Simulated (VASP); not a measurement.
# MgSe (Fm-3m) in VASP: a series of runs, part 2 of 2

VASP 6.6.1. Earlier steps stand in the parts before.

**4. Electrostatic potential, HSE06**

The input, POSCAR:

```
MgSe                                    
1.0
    0.0000000000      2.7242993825      2.7242993825
    2.7242993825      0.0000000000      2.7242993825
    2.7242993825      2.7242993825     -0.0000000000
  Mg              Se            
     1     1
Direct
     0.0000000000000000    0.0000000000000000    0.0000000000000000
     0.5000000000000000    0.5000000000000000    0.5000000000000000
```

The input, INCAR.step1:

```
  PREC = Accurate
  ENCUT = 520
  EDIFF = 1E-5
  ISMEAR = 0
  SIGMA = 0.02
  LREAL = False
  LASPH = True
  NELM = 100
  ALGO = Normal
  ISIF = 2
  LWAVE = True
  GGA = PE
  KPAR = 4
```

The input, INCAR.step2:

```
  PREC = Accurate
  ENCUT = 520
  EDIFF = 1E-6
  ISMEAR = 0
  SIGMA = 0.02
  LREAL = False
  LASPH = True
  NELM = 100
  ALGO = Normal
  ISIF = 2
  LWAVE = False
  LCHARG = True
  GGA = PE
  LHFCALC = True
  HFSCREEN = 0.2
  PRECFOCK = Fast
  LVHAR = True
  ISTART = 1
  KPAR = 4
```

The input, KPOINTS:

```
Automatic mesh
0
Gamma
  6 6 6
```

Potentials or basis: VASP PAW PBE potentials, release 64 (Mg, Se).

Launch:

```
cat potpaw_PBE.64/Mg/POTCAR potpaw_PBE.64/Se/POTCAR > POTCAR
cp INCAR.step1 INCAR
mpirun -np 4 vasp_std > vasp.out
cp INCAR.step2 INCAR
mpirun -np 4 vasp_std > vasp.out
```

OUTCAR:

```text
PREC = Accurate
   ENCUT = 520
   EDIFF = 1E-6
   ISMEAR = 0
   LREAL = False
   LASPH = True
   NELM = 100
   ISIF = 2
   GGA = PE
   LHFCALC = True
   HFSCREEN = 0.2
   PRECFOCK = Fast
   ISTART = 1

 ion  position               nearest neighbor table
   1  0.000  0.000  0.000-   2 2.72   2 2.72   2 2.72   2 2.72   2 2.72   2 2.72
   2  0.500  0.500  0.500-   1 2.72   1 2.72   1 2.72   1 2.72   1 2.72   1 2.72

  LATTYP: Found a face centered cubic cell.
 ALAT       =     5.4485987650

  Lattice vectors:

[... 361 lines left out ...]

------------------------ aborting loop because EDIFF is reached ----------------------------------------

  FORCE on cell =-STRESS in cart. coord.  units (eV):
  Direction    XX          YY          ZZ          XY          YZ          ZX
  --------------------------------------------------------------------------------------
  -------------------------------------------------------------------------------------
  Total        0.0790875      0.0790875      0.0790875      0.0000000      0.0000000     -0.0000000
  in kB        3.1334569      3.1334569      3.1334569      0.0000000      0.0000000     -0.0000000
  external PRESSURE =       3.1334569 kB  Pullay stress =       0.0000000 kB

 VOLUME and BASIS-vectors are now :
 -----------------------------------------------------------------------------
  energy-cutoff  :      520.00
  volume of cell :       40.44
      direct lattice vectors                 reciprocal lattice vectors
     0.000000000  2.724299382  2.724299382    -0.183533426  0.183533426  0.183533426
     2.724299382  0.000000000  2.724299382     0.183533426 -0.183533426  0.183533426
     2.724299382  2.724299382  0.000000000     0.183533426  0.183533426 -0.183533426

 POSITION                                       TOTAL-FORCE (eV/Angst)
 -----------------------------------------------------------------------------------
      0.00000      0.00000      0.00000         0.000000      0.000000      0.000000
      2.72430      2.72430      2.72430         0.000000      0.000000      0.000000
 -----------------------------------------------------------------------------------
    total drift:                                0.000000      0.000000      0.000000

  FREE ENERGIE OF THE ION-ELECTRON SYSTEM (eV)
  ---------------------------------------------------
  free  energy   TOTEN  =        -8.7851203606 eV

  energy  without entropy=       -8.7851203606  energy(sigma->0) =       -8.78512036
```

OUTCAR.step1:

```text
PREC = Accurate
   ENCUT = 520
   EDIFF = 1E-5
   ISMEAR = 0
   LREAL = False
[... 389 lines left out ...]
      0.00000      0.00000      0.00000         0.000000      0.000000     -0.000000
      2.72430      2.72430      2.72430        -0.000000     -0.000000      0.000000
 -----------------------------------------------------------------------------------
    total drift:                               -0.000000     -0.000000      0.000000

  FREE ENERGIE OF THE ION-ELECTRON SYSTEM (eV)
  ---------------------------------------------------
  free  energy   TOTEN  =        -7.4778817189 eV

  energy  without entropy=       -7.4778817189  energy(sigma->0) =       -7.47788172
```

OSZICAR.step1:

```text
N       E                     dE             d eps       ncg     rms          rms(c)
DAV:   1     0.261132037734E+02    0.26113E+02   -0.35596E+03   256   0.807E+02
DAV:   2    -0.655523791168E+01   -0.32668E+02   -0.31936E+02   320   0.105E+02
DAV:   3    -0.777538593894E+01   -0.12201E+01   -0.12201E+01   304   0.268E+01
DAV:   4    -0.777894574442E+01   -0.35598E-02   -0.35598E-02   400   0.164E+00
DAV:   5    -0.777894894529E+01   -0.32009E-05   -0.32009E-05   352   0.460E-02    0.299E+00
DAV:   6    -0.752138926765E+01    0.25756E+00   -0.53683E-01   272   0.346E+00    0.191E+00
DAV:   7    -0.747823832919E+01    0.43151E-01   -0.23185E-01   336   0.243E+00    0.945E-01
DAV:   8    -0.747789695404E+01    0.34138E-03   -0.89498E-03   272   0.705E-01    0.211E-01
DAV:   9    -0.747786636774E+01    0.30586E-04   -0.11522E-04   360   0.840E-02    0.123E-01
DAV:  10    -0.747788716722E+01   -0.20799E-04   -0.15126E-04   344   0.703E-02    0.274E-02
DAV:  11    -0.747788171886E+01    0.54484E-05   -0.22191E-05   168   0.237E-02
   1 F= -.74778817E+01 E0= -.74778817E+01  d E =-.987852E-16
```

It took 62 s on 4 MPI ranks of Intel Xeon Platinum 8259CL at 2.50GHz (Skylake/Cascade Lake), shared host; peak memory 0.26 GiB.

What came out:

- Free energy: -8.7851 eV
- Pressure: 0.3 GPa
- Band gap on the k mesh: 2.67 eV, indirect (least direct gap 3.61 eV)

Levels at points of the mesh, in eV from the valence-band top:
| k point | band 2 | band 3 | band 4 | band 5 | band 6 | band 7 |
| --- | --- | --- | --- | --- | --- | --- |
| (0.00, 0.00, 0.00) | 0.00 | 0.00 | 0.00 | 3.61 | 8.45 | 8.45 |
| (0.50, 0.00, 0.00) | -5.40 | -0.64 | -0.64 | 4.76 | 7.13 | 7.13 |
| (0.50, 0.50, 0.00) | -4.67 | -1.95 | -1.95 | 2.67 | 4.81 | 13.18 |

Caveat: the PAW data sets were made with another functional, which shifts forces and pressure a little.

**5. Electrostatic potential, PBE, non-collinear spin, zero start, spin-orbit coupling**

The input, INCAR:

```
  PREC = Accurate
  ENCUT = 520
  EDIFF = 1E-6
  ISMEAR = 0
  SIGMA = 0.02
  LREAL = False
  LASPH = True
  NELM = 100
  ALGO = Normal
  ISIF = 2
  LWAVE = False
  LCHARG = True
  MAGMOM = 0 0 0 0 0 0
  LORBIT = 11
  LSORBIT = True
  GGA_COMPAT = False
  GGA = PE
  LVHAR = True
  KPAR = 4
```

The input, KPOINTS:

```
Automatic mesh
0
Gamma
  8 8 8
```

POSCAR is that of step 4.

Potentials or basis: VASP PAW PBE potentials, release 64 (Mg, Se).

Launch:

```
cat potpaw_PBE.64/Mg/POTCAR potpaw_PBE.64/Se/POTCAR > POTCAR
mpirun -np 4 vasp_ncl > vasp.out
```

OUTCAR:

```text
PREC = Accurate
   ENCUT = 520
   EDIFF = 1E-6
   ISMEAR = 0
   LREAL = False
   LASPH = True
   NELM = 100
   ISIF = 2
   LORBIT = 11
   LSORBIT = True
   GGA = PE

 ion  position               nearest neighbor table
   1  0.000  0.000  0.000-   2 2.72   2 2.72   2 2.72   2 2.72   2 2.72   2 2.72
   2  0.500  0.500  0.500-   1 2.72   1 2.72   1 2.72   1 2.72   1 2.72   1 2.72

  LATTYP: Found a face centered cubic cell.
 ALAT       =     5.4485987650

  Lattice vectors:

 A1 = (   0.0000000000,   2.7242993825,   2.7242993825)
 A2 = (   2.7242993825,   0.0000000000,   2.7242993825)
 A3 = (   2.7242993825,   2.7242993825,   0.0000000000)

Analysis of symmetry for initial positions (statically):
=====================================================================
 Subroutine PRICEL returns:
 Original cell was already a primitive cell.

 Routine SETGRP: Setting up the symmetry group for a
 face centered cubic supercell.

 Subroutine GETGRP returns: Found 48 space group operations
 (whereof 48 operations were pure point group operations)
 out of a pool of 48 trial point group operations.

The static configuration has the point symmetry O_h .

[... 693 lines left out ...]
     0.0000000     0.0000000     0.0000000     0.0000000     0.0000000     0.0000000     0.0000000
     0.0000000     0.0000000     0.0000000     0.0000000     0.0000000     0.0000000     0.0000000
     0.0000000     0.0000000     0.0000000     0.0000000     0.0000000     0.0000000     0.0000000
     0.0000000     0.0000000     0.0000000     0.0000000     0.0000000     0.0000000     0.0000000

 Ion:    2  E_soc:     -0.0351410
 l=   1
     0.0000000    -0.0058536    -0.0058536
    -0.0058536     0.0000000    -0.0058536
    -0.0058536    -0.0058536     0.0000000
 l=   2
     0.0000000    -0.0000005     0.0000000    -0.0000005    -0.0000027
    -0.0000005     0.0000000    -0.0000021    -0.0000005    -0.0000007
     0.0000000    -0.0000021     0.0000000    -0.0000021     0.0000000
    -0.0000005    -0.0000005    -0.0000021     0.0000000    -0.0000007
    -0.0000027    -0.0000007     0.0000000    -0.0000007     0.0000000
 l=   3
     0.0000000     0.0000000     0.0000000     0.0000000     0.0000000     0.0000000     0.0000000
     0.0000000     0.0000000     0.0000000     0.0000000     0.0000000     0.0000000     0.0000000
     0.0000000     0.0000000     0.0000000     0.0000000     0.0000000     0.0000000     0.0000000
     0.0000000     0.0000000     0.0000000     0.0000000     0.0000000     0.0000000     0.0000000
     0.0000000     0.0000000     0.0000000     0.0000000     0.0000000     0.0000000     0.0000000
     0.0000000     0.0000000     0.0000000     0.0000000     0.0000000     0.0000000     0.0000000
     0.0000000     0.0000000     0.0000000     0.0000000     0.0000000     0.0000000     0.0000000

 total charge

# of ion       s       p       d       tot
------------------------------------------
    1        0.142   0.122   0.034   0.298
    2        1.434   2.508   0.012   3.954
--------------------------------------------------
tot          1.576   2.630   0.046   4.252

 magnetization (x)

# of ion       s       p       d       tot
------------------------------------------
    1        0.000   0.000   0.000   0.000
    2        0.000   0.000   0.000   0.000
--------------------------------------------------
tot          0.000   0.000   0.000   0.000

 magnetization (y)

# of ion       s       p       d       tot
------------------------------------------
    1        0.000   0.000   0.000   0.000
    2        0.000  -0.000   0.000  -0.000
--------------------------------------------------
tot          0.000  -0.000   0.000  -0.000

 magnetization (z)

# of ion       s       p       d       tot
------------------------------------------
    1        0.000  -0.000   0.000  -0.000
    2       -0.000   0.000   0.000   0.000
--------------------------------------------------
tot          0.000  -0.000   0.000  -0.000
```

OSZICAR:

```text
N       E                     dE             d eps       ncg     rms          rms(c)
DAV:   1     0.286785630864E+02    0.28679E+02   -0.29976E+03   936   0.805E+02
DAV:   2    -0.556463294429E+01   -0.34243E+02   -0.31270E+02  1304   0.133E+02
DAV:   3    -0.778431444204E+01   -0.22197E+01   -0.22119E+01  1336   0.364E+01
DAV:   4    -0.780016081587E+01   -0.15846E-01   -0.15845E-01  1016   0.370E+00
DAV:   5    -0.780028629967E+01   -0.12548E-03   -0.12548E-03  1248   0.334E-01    0.301E+00
DAV:   6    -0.754300834928E+01    0.25728E+00   -0.27859E-01  1040   0.346E+00    0.190E+00
DAV:   7    -0.750067483134E+01    0.42334E-01   -0.14426E-01  1184   0.250E+00    0.984E-01
DAV:   8    -0.750023826462E+01    0.43657E-03   -0.38814E-03  1112   0.497E-01    0.548E-01
DAV:   9    -0.750030897981E+01   -0.70715E-04   -0.86438E-04  1112   0.266E-01    0.145E-01
DAV:  10    -0.750029666581E+01    0.12314E-04   -0.12195E-05  1112   0.314E-02    0.112E-01
DAV:  11    -0.750030104625E+01   -0.43804E-05   -0.79413E-05  1128   0.590E-02    0.126E-02
DAV:  12    -0.750029887753E+01    0.21687E-05   -0.42911E-06  1080   0.154E-02    0.101E-02
DAV:  13    -0.750029877181E+01    0.10572E-06   -0.95464E-07   928   0.673E-03
   1 F= -.75002988E+01 E0= -.75002988E+01  d E =-.451480E-20  mag=     0.0000     0.0000     0.0000
```

It took 24 s on 4 MPI ranks of Intel Xeon Platinum 8259CL at 2.50GHz (Skylake/Cascade Lake), shared host; peak memory 0.28 GiB.

What came out:

| Property | Result |
| --- | --- |
| Free energy | -7.5003 eV |
| Pressure | 2.0 GPa |
| Net moment | 0.00 μB per cell |
| Valence electrons inside the program's atomic spheres | Mg 0.30; Se 3.95 |

Moments on the atoms (μB; x, y, z):
```
Mg  0.00 0.00 0.00
Se  0.00 0.00 0.00
```

**6. Summary**

| task | level | spin | cell | k mesh | cutoff (eV) | grid for exact exchange (PRECFOCK) | screening parameter | gap on the mesh (eV) | pressure (GPa) |
| --- | --- | --- | --- | --- | --- | --- | --- | --- | --- |
| relaxation of cell and atoms | r2SCAN+rVV10 | off | relaxed | 8 × 8 × 8 | 600 | - | - | 2.44 | 0.0 |
| electrostatic potential | r2SCAN+rVV10 | off | Fm-3m, 20.22 Å³/atom | 8 × 8 × 8 | 520 | - | - | 2.44 | 0.0 |
| electrostatic potential | HSE06 | off | Fm-3m, 20.22 Å³/atom | 6 × 6 × 6 | 520 | Fast | 0.2 1/A | 2.67 | 0.3 |
| electrostatic potential | PBE | non-collinear, zero start, SOC | Fm-3m, 20.22 Å³/atom | 8 × 8 × 8 | 520 | - | - | - | 2.0 |

Alike in all rows: potentials or basis VASP PAW PBE potentials, release 64 (Mg, Se); smearing gaussian 0.02 eV.

The pressure there spans 0.0 GPa (r2SCAN+rVV10) to 2.0 GPa (PBE); a positive pressure means that this level wants a larger cell, a negative one a smaller.

Caveats: the PAW data sets were made with another functional, which shifts forces and pressure a little (some runs).

Total energies depend on the potentials used, so only differences within one code and one set of settings carry meaning.
